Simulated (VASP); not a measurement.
# BAs (F-43m) in VASP: notebook, part 3 of 3

VASP 6.6.1.

## 5. G0W0 quasiparticle levels, PBE

File POSCAR:

```
BAs
1.0
    0.0000000000      2.3885000000      2.3885000000
    2.3885000000      0.0000000000      2.3885000000
    2.3885000000      2.3885000000      0.0000000000
As B
1 1
Direct
    0.7500000000      0.7500000000      0.7500000000
    0.0000000000      0.0000000000      0.0000000000
```

File INCAR.step1:

```
SYSTEM = BAs
PREC = Accurate
ENCUT = 450
EDIFF = 1E-8
ISMEAR = 0
SIGMA = 0.01
LREAL = .False.
LASPH = .True.
NELM = 100
ALGO = Normal
LWAVE = .True.
LCHARG = .False.
GGA = PE
```

File INCAR.step2:

```
SYSTEM = BAs
PREC = Accurate
ENCUT = 450
EDIFF = 1E-8
ISMEAR = 0
SIGMA = 0.01
LREAL = .False.
LASPH = .True.
NELM = 1
ALGO = Exact
LWAVE = .True.
LCHARG = .False.
GGA = PE
NBANDS = 113
LOPTICS = .True.
ISTART = 1
```

File INCAR.step3:

```
SYSTEM = BAs
PREC = Accurate
ENCUT = 450
EDIFF = 1E-8
ISMEAR = 0
SIGMA = 0.01
LREAL = .False.
LASPH = .True.
ALGO = EVGW0
LWAVE = .False.
LCHARG = .False.
GGA = PE
NELMGW = 1
NBANDS = 113
ENCUTGW = 200
NOMEGA = 48
PRECFOCK = Fast
ISTART = 1
NBANDSGW = 12
```

File KPOINTS:

```
Automatic mesh
0
Gamma
  3 3 3
  0 0 0
```

Potentials or basis: VASP PAW PBE potentials, release 64 (As_GW, B_GW).

Launch:

```sh
$ cat potpaw_PBE.64/As_GW/POTCAR potpaw_PBE.64/B_GW/POTCAR > POTCAR
$ cp INCAR.step1 INCAR
$ mpirun -np 1 vasp_std > vasp.out
$ cp INCAR.step2 INCAR
$ mpirun -np 1 vasp_std > vasp.out
$ cp INCAR.step3 INCAR
$ mpirun -np 1 vasp_std > vasp.out
```

OUTCAR:

```text
SYSTEM = BAs
   PREC = Accurate
   ENCUT = 450
   EDIFF = 1E-8
   ISMEAR = 0
   LREAL = .False.
   LASPH = .True.
   GGA = PE
   NELMGW = 1
   ENCUTGW = 200
   PRECFOCK = Fast
   ISTART = 1

 Found      4 irreducible k-points:

 Following reciprocal coordinates:
            Coordinates               Weight
  0.000000  0.000000  0.000000      1.000000
  0.333333  0.000000  0.000000      8.000000
  0.333333  0.333333  0.000000      6.000000
 -0.333333  0.333333  0.000000     12.000000
   k-points           NKPTS =      4   k-points in BZ     NKDIM =     27   number of bands    NBANDS=    113
   number of dos      NEDOS =    301   number of ions     NIONS =      2
   total plane-waves  NPLWV =  13824
   dimension x,y,z NGX =    24 NGY =   24 NGZ =   24
   dimension x,y,z NGXF=    48 NGYF=   48 NGZF=   48
   ions per type =               1   1
   NGX,Y,Z   is equivalent  to a cutoff of  11.81, 11.81, 11.81 a.u.
   NGXF,Y,Z  is equivalent  to a cutoff of  23.62, 23.62, 23.62 a.u.
 SYSTEM =  BAs
   PREC   = accura    normal or accurate (medium, high low for compatibility)
   ISTART =      1    job   : 0-new  1-cont  2-samecut
   ICHARG =      0    charge: 1-file 2-atom 10-const
   ISPIN  =      1    spin polarized calculation?
   LNONCOLLINEAR =      F non collinear calculations
   LSORBIT =      F    spin-orbit coupling
   LASPH  =      T    aspherical Exc in radial PAW
   ENCUT  =  450.0 eV  33.07 Ry    5.75 a.u.   5.84  5.84  5.84*2*pi/ulx,y,z
   NELM   =     60;   NELMIN=  2; NELMDL=  0     # of ELM steps
   EDIFF  = 0.1E-07   stopping-criterion for ELM
   LREAL  =      F    real-space projection
   EDIFFG = 0.1E-06   stopping-criterion for IOM
   NSW    =      0    number of steps for IOM
   IBRION =     -1    ionic relax: 0-MD 1-quasi-New 2-CG
   NFREE  =      0    steps in history (QN), initial steepest desc. (CG)
   ISIF   =      0    stress and relaxation
   ISYM   =      3    0-nonsym 1-usesym 2-fastsym
   POTIM  = 0.5000    time-step for ionic-motion
   TEBEG  =    0.0;   TEEND  =   0.0 temperature during run
   PSTRESS=    0.0 pullay stress
   NELECT =       8.0000    total number of electrons
   NUPDOWN=      -1.0000    fix difference up-down
   EMIN   =  10.00;   EMAX   =-10.00  energy-range for DOS
   EFERMI =   0.00;   METHOD = LEGACY
   ISMEAR =     0;   SIGMA  =   0.01  broadening in eV -4-tet -1-fermi 0-gaus
   EFERMI_NEDOS =   21; number of points for ismear=-14 and -15
   IALGO  =     38    algorithm
   IMIX   =      4    mixing-type and parameters
     AMIX     =   0.40;   BMIX     =  1.00
     AMIX_MAG =   1.60;   BMIX_MAG =  1.00
  volume/ion in A,a.u.               =      13.63        91.95
  Fermi-wavevector in a.u.,A,eV,Ry     =   1.088018  2.056057 16.106360  1.183784
  Thomas-Fermi vector in A             =   2.224191
   LORBIT       =      0    0 simple, 1 ext, 2 COOP (PROOUT), +10 PAW based schemes
   GGA     = PE    functional components
   LHFCALC =     T    Hartree Fock is set to
   PRECFOCK=fast      Normal, Fast or Accurate (Low or Medium for compatibility)
   ENCUT4O =  -1.0   cutoff for four orbital integrals eV
   NKREDX  =     1    reduce k-point grid by
   NKREDY  =     1    reduce k-point grid by
   NKREDZ  =     1    reduce k-point grid by
   AEXX    =    1.0000 exact exchange contribution
   HFSCREEN=    0.0000 screening length (either q_TF or 0.3 A-1)
   HFSCREENC=   0.0000 screening length for correlation (either q_TF or 0.3 A-1)
   ENCUTFOCK=  -1.0 apply spherical cutoff to Coloumb kernel
   IVDW    =     0    specifies the selected vdW correction
   LEPSILON=     F    determine dielectric tensor
   LRPA    =     F    only Hartree local field effects (RPA)
   LRPAFORCE           =     F    calculate RPA forces
   ENCUTGW             = 200.0    cutoff for response function in eV
   ENCUTGWSOFT         = 160.0    soft cutoff for Coulomb kernel in GW response function in eV
   ENCUTLF             =  -1.0    cutoff for local field effects
   NELMGW              =     1    number of iterations in solving QP/BSE equation
   NELMHF              =     1    number of iterations in the inner HF iteration
   NKREDLFX            =     1    NKREDLFY  =   1   NKREDLFZ  =   1
 non-spin polarized calculation
 Gauss-broadening in eV      SIGMA  =   0.01
  energy-cutoff  :      450.00
  volume of cell :       27.25
 maximum number of plane-waves:       609
  NGX = 14; NGY = 14; NGZ = 14
   NGX = 11   NGY = 11   NGZ = 11
 maximum number of plane-waves:       176

 QP shifts <psi_nk| G(iteration)W_0 |psi_nk>: iteration 1
 for sc-GW calculations column KS-energies equals QP-energies in previous step
 and V_xc(KS)=  KS-energies - (<T + V_ion + V_H > + <T+V_H+V_ion>^1  + <V_x>^1)

 k-point   1 :       0.0000    0.0000    0.0000
  band No.  KS-energies  QP-energies   sigma(KS)   V_xc(KS)     V^pw_x(r,r')   Z            occupation Imag(sigma)

      1      -9.1660     -10.0166     -12.7948     -11.6436     -19.5361       0.7389       2.0000       1.2752
      2       6.2712       5.6871     -13.3515     -12.6127     -14.7586       0.7906       2.0000       0.0893
      3       6.2712       5.6871     -13.3515     -12.6127     -14.7586       0.7906       2.0000       0.0893
      4       6.2712       5.6871     -13.3515     -12.6127     -14.7586       0.7906       2.0000       0.0893
      5       9.5022       9.7490     -11.0577     -11.3720      -6.3473       0.7853       0.0000      -0.0774
      6       9.5022       9.7490     -11.0577     -11.3720      -6.3473       0.7853       0.0000      -0.0774
      7       9.5022       9.7490     -11.0577     -11.3720      -6.3473       0.7853       0.0000      -0.0774
      8      10.9398      11.4215     -11.9675     -12.6009      -6.1731       0.7603       0.0000      -0.1413
      9      15.8266      15.6981      -8.9729      -8.8101      -2.9261       0.7896       0.0000      -0.3027
     10      19.1544      19.1415     -10.4203     -10.4036      -4.3233       0.7777       0.0000      -0.2850
     11      19.1544      19.1415     -10.4203     -10.4036      -4.3233       0.7777       0.0000      -0.2850
     12      20.5662      20.4380      -9.1130      -8.9570      -2.4337       0.8215       0.0000      -0.6896

 k-point   2 :       0.3333    0.0000    0.0000
  band No.  KS-energies  QP-energies   sigma(KS)   V_xc(KS)     V^pw_x(r,r')   Z            occupation Imag(sigma)

      1      -7.4438      -8.2271     -12.9413     -11.8436     -19.0407       0.7136       2.0000       0.9574
      2      -0.4983      -1.2601     -12.6118     -11.6070     -15.9378       0.7582       2.0000       0.2614
      3       4.7430       4.1330     -13.1197     -12.3430     -14.8961       0.7853       2.0000       0.0993
      4       4.7430       4.1330     -13.1197     -12.3430     -14.8961       0.7853       2.0000       0.0993
      5       9.1089       9.3311     -11.3038     -11.5888      -6.3177       0.7797       0.0000      -0.0866
      6      11.0558      11.2716     -10.8782     -11.1534      -5.7665       0.7840       0.0000      -0.1100
      7      11.0558      11.2716     -10.8782     -11.1534      -5.7665       0.7840       0.0000      -0.1100
      8      14.9422      15.1353     -10.4838     -10.7376      -4.0879       0.7606       0.0000      -0.2747
      9      17.7374      17.7479      -9.5315      -9.5446      -3.2345       0.7970       0.0000      -0.3880
     10      18.2375      18.2435     -10.1062     -10.1138      -3.9604       0.7918       0.0000      -0.3580
     11      18.2375      18.2435     -10.1062     -10.1138      -3.9604       0.7918       0.0000      -0.3580
     12      22.4274      22.6004     -10.3904     -10.6212      -3.1758       0.7497       0.0000      -0.6701

 k-point   3 :       0.3333    0.3333    0.0000
  band No.  KS-energies  QP-energies   sigma(KS)   V_xc(KS)     V^pw_x(r,r')   Z            occupation Imag(sigma)

      1      -6.8219      -7.6393     -12.9978     -11.8843     -18.8100       0.7341       2.0000       0.8830
      2       0.3098      -0.4364     -13.2464     -12.2710     -16.3876       0.7650       2.0000       0.2385
      3       2.7881       2.1093     -12.7706     -11.8942     -15.0922       0.7745       2.0000       0.1156
      4       2.7881       2.1093     -12.7706     -11.8942     -15.0922       0.7745       2.0000       0.1156
      5       7.5068       7.5148     -10.3430     -10.3531      -5.8545       0.7967       0.0000      -0.0695
      6       9.3531       9.3516      -9.9093      -9.9074      -4.9282       0.7939       0.0000      -0.0973
      7      15.3960      15.7735     -11.5971     -12.0870      -5.2820       0.7705       0.0000      -0.2869
      8      15.3960      15.7735     -11.5971     -12.0870      -5.2820       0.7705       0.0000      -0.2869
      9      17.7541      18.0589     -11.2712     -11.6706      -4.4117       0.7633       0.0000      -0.4101
     10      21.8032      21.8251     -10.4352     -10.4634      -3.8834       0.7788       0.0000      -0.5174
     11      22.0290      22.2251     -10.3137     -10.5747      -3.3072       0.7519       0.0000      -0.6272
     12      25.5856      25.4911      -9.7905      -9.6682      -2.5477       0.7732       0.0000      -0.9624

 k-point   4 :      -0.3333    0.3333    0.0000
  band No.  KS-energies  QP-energies   sigma(KS)   V_xc(KS)     V^pw_x(r,r')   Z            occupation Imag(sigma)

      1      -5.3389      -6.0369     -13.1935     -12.2478     -18.4720       0.7381       2.0000       0.6889
      2      -1.6114      -2.4870     -13.1279     -11.9690     -17.1029       0.7556       2.0000       0.3845
      3       0.1557      -0.6113     -11.9939     -11.0017     -14.8096       0.7731       2.0000       0.1906
      4       3.1964       2.5292     -12.8716     -12.0124     -15.0695       0.7765       2.0000       0.1108
      5       8.7106       8.7426     -10.2277     -10.2680      -5.4294       0.7929       0.0000      -0.0823
      6      13.5084      13.8858     -11.1969     -11.6901      -5.1125       0.7651       0.0000      -0.2126
      7      14.3617      14.7169     -11.2493     -11.7080      -5.1334       0.7742       0.0000      -0.2616
      8      15.6007      15.8426     -11.3886     -11.7060      -4.9689       0.7622       0.0000      -0.3153
      9      15.7170      15.7556     -10.3288     -10.3779      -4.5681       0.7881       0.0000      -0.2323
     10      18.3558      18.2987     -10.0541      -9.9829      -4.0989       0.8017       0.0000      -0.3360
     11      23.1158      23.3652     -10.9765     -11.3129      -3.3076       0.7417       0.0000      -0.8010
     12      24.7319      24.6522      -9.4021      -9.3001      -2.4061       0.7806       0.0000      -0.7758
```

Run time: 18 s. Hardware: 1 thread of Intel Xeon Platinum 8259CL at 2.50GHz (Skylake/Cascade Lake), shared host; peak memory 0.2 GiB.

These settings aren't checked as converged: the numbers below hold their error.

Results:

| Item | Value |
| --- | --- |
| Band gap on the k mesh, mean-field level | 1.24 eV, indirect (least direct gap 3.23 eV) |
| Quasiparticle gap | 1.83 eV |
| Least direct quasiparticle gap | 4.06 eV |

Caveat: the k mesh is coarse (spacing up to 0.76 Å⁻¹), so the values aren't converged; bands, screening cutoff and mesh are small and nothing is extrapolated, so the quasiparticle values aren't converged; an odd mesh through Γ misses points on the zone boundary, where band edges often lie.

## 6. Chemical shielding, BEEF-vdW (volume scaled by 1.08)

File INCAR:

```
SYSTEM = BAs
  PREC = Accurate
  ENCUT = 450
  EDIFF = 1E-8
  ISMEAR = 0
  SIGMA = 0.01
  LREAL = .False.
  LASPH = .True.
  NELM = 100
  ALGO = Normal
  ISIF = 2
  LWAVE = .False.
  LCHARG = .False.
  GGA = BF
  LUSE_VDW = .True.
  ZAB_VDW = -1.8867
  LCHIMAG = .True.
  DQ = 0.001
  ICHIBARE = 1
  LNMR_SYM_RED = .True.
  ISYM = 1
```

File KPOINTS:

```
regular mesh
0
Gamma
  10 10 10
  0 0 0
```

File POSCAR:

```
BAs
1.0
    0.0000000000      2.4505665292      2.4505665292
    2.4505665292      0.0000000000      2.4505665292
    2.4505665292      2.4505665292      0.0000000000
As B
1 1
Direct
    0.7500000000      0.7500000000      0.7500000000
    0.0000000000      0.0000000000      0.0000000000
```

Potentials or basis: VASP PAW PBE potentials, release 64 (As, B).

Launch:

```sh
$ cat potpaw_PBE.64/As/POTCAR potpaw_PBE.64/B/POTCAR > POTCAR
$ mpirun -np 1 vasp_std > vasp.out
```

OUTCAR:

```text
SYSTEM = BAs
   PREC = Accurate
   ENCUT = 450
   EDIFF = 1E-8
   ISMEAR = 0
   LREAL = .False.
   LASPH = .True.
   NELM = 100
   ISIF = 2
   GGA = BF
   ISYM = 1

 ion  position               nearest neighbor table
   1  0.750  0.750  0.750-   2 2.12   2 2.12   2 2.12   2 2.12
   2  0.000  0.000  0.000-   1 2.12   1 2.12   1 2.12   1 2.12

[... 527 lines left out ...]
    2  B      165.2617643
 ----------------------------

  Core contribution to magnetic susceptibility:     -7.86  10^-6 cm^3/mole
 --------------------------------------------------------------------------

  CSA tensor (J. Mason, Solid State Nucl. Magn. Reson. 2, 285 (1993))
  for chemical shielding  (including the isotropic core contribution)

  BDIR labels direction of applied magnetic field (i.e. B0)
  For BDIR==1, B0 along x-axis, etc.
  Induced field listed along cartesian directions for each BDIR
 ------------------------------------------------------------------------------------------
                 EXCLUDING G=0 CONTRIBUTION              INCLUDING G=0 CONTRIBUTION
 ------------------------------------------------------------------------------------------
  ion  BDIR            X           Y           Z                X           Y           Z
          (   iso_shield        span        skew ) (   iso_shield        span        skew )
 ------------------------------------------------------------------------------------------
    1     1    1355.4707      0.0000     -0.0000        1373.7728      0.0000     -0.0000
          2       0.0000   1355.4707      0.0000           0.0000   1373.7728      0.0000
          3       0.0000     -0.0000   1355.4707           0.0000     -0.0000   1373.7728
          (    1355.4707      0.0000      0.0000 ) (    1373.7728      0.0000      0.0000 )

    2     1      91.1194     -0.0000      0.0000         109.4215     -0.0000      0.0000
          2       0.0000     91.1194     -0.0000           0.0000    109.4215     -0.0000
          3       0.0000     -0.0000     91.1194           0.0000     -0.0000    109.4215
          (      91.1194      0.0000      0.0000 ) (     109.4215      0.0000      0.0000 )
 ------------------------------------------------------------------------------------------
  IF SPAN.EQ.0, THEN SKEW IS ILL-DEFINED
 ------------------------------------------------------------------------------------------
```

OSZICAR:

```text
N       E                     dE             d eps       ncg     rms          rms(c)
DAV:   1     0.160947638524E+02    0.16095E+02   -0.36596E+03   752   0.787E+02
DAV:   2    -0.901537857874E+01   -0.25110E+02   -0.24226E+02  1176   0.102E+02
DAV:   3    -0.935984069383E+01   -0.34446E+00   -0.34446E+00   816   0.167E+01
DAV:   4    -0.936052444705E+01   -0.68375E-03   -0.68375E-03  1128   0.805E-01
[... 19 lines left out ...]
RLQ:   2    -0.118700752003E+00   -0.37656E-02   -0.56388E-03  1512   0.281E-01
RLQ:   3    -0.118884174563E+00   -0.18342E-03   -0.23047E-04  1467   0.476E-02
RLQ:   4    -0.118896889463E+00   -0.12715E-04   -0.29133E-05  1451   0.107E-02
RLQ:   5    -0.118897741542E+00   -0.85208E-06   -0.14315E-06  1266   0.242E-03
RLQ:   6    -0.118897790114E+00   -0.48573E-07   -0.82758E-08  1065   0.630E-04
RLQ:   7    -0.118897793952E+00   -0.38379E-08   -0.72613E-09   963   0.233E-04
```

Run time: 2.7 min. Hardware: 1 thread of AMD EPYC 9R45 (Zen 5), shared host; peak memory 0.23 GiB.

Chemical shielding (ppm):
| atom | isotropic | span | skew |
| --- | --- | --- | --- |
| 1 As | 1374 | 0 | 0.00 |
| 2 B | 109 | 0 | 0.00 |
